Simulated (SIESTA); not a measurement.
Runs of SIESTA 5.4.2 on BeS. It takes space group F-43m (No. 216, cubic). Conventional cell: a = 4.850 Å, b = 4.850 Å, c = 4.850 Å, α = 90.00°, β = 90.00°, γ = 90.00°. S (site symmetry -43m) has 4 Be at 2.10 Å as nearest neighbours. Be (site symmetry -43m) has 4 S at 2.10 Å as nearest neighbours. 

```tsv
level	potentials or basis	gap on the mesh (eV)	pressure (GPa)
RPBE	PseudoDojo 0.4 standard (PBE files), DZP (energy shift 0.003 Ry; two zetas on semicore shells)	3.24	4.1
BLYP	PseudoDojo 0.4 standard (PBE files), DZP (energy shift 0.003 Ry; two zetas on semicore shells)	3.40	5.2
LDA	PseudoDojo 0.4 standard (LDA files), DZP (energy shift 0.003 Ry; two zetas on semicore shells)	3.02	-3.8
WC	PseudoDojo 0.4 standard (PBEsol files), DZP (energy shift 0.003 Ry; two zetas on semicore shells)	3.04	-0.5
revPBE	PseudoDojo 0.4 standard (PBE files), DZP (energy shift 0.003 Ry; two zetas on semicore shells)	3.22	3.8
PBEsol	PseudoDojo 0.4 standard (PBEsol files), DZP (energy shift 0.003 Ry; two zetas on semicore shells)	3.02	-1.0
AM05	PseudoDojo 0.4 standard (PBEsol files), DZP (energy shift 0.003 Ry; two zetas on semicore shells)	(a)	-0.6
PW91	PseudoDojo 0.4 standard (PBE files), DZP (energy shift 0.003 Ry; two zetas on semicore shells)	3.17	2.3
PBE	PseudoDojo 0.4 standard (PBE files), DZP (energy shift 0.003 Ry; two zetas on semicore shells)	(b)	1.9
```

Alike in all rows: task band structure; no spin polarisation; cell as given; k mesh 9 × 9 × 9; smearing fermi-dirac 0.05 eV; grid cutoff 800 Ry; energy shift 0.003 Ry.

Problem. Estimate the missing entries.

Solution. (a) 3.05; (b) 3.16.

Caveats: short orbitals over semicore shells can move pressures by several GPa; the mesh misses the band edges, which the band path finds closer together; the basis of atomic orbitals isn't converged, which shifts pressures, moduli and gaps; the potentials were made for another functional, which shifts forces and pressure (some runs).
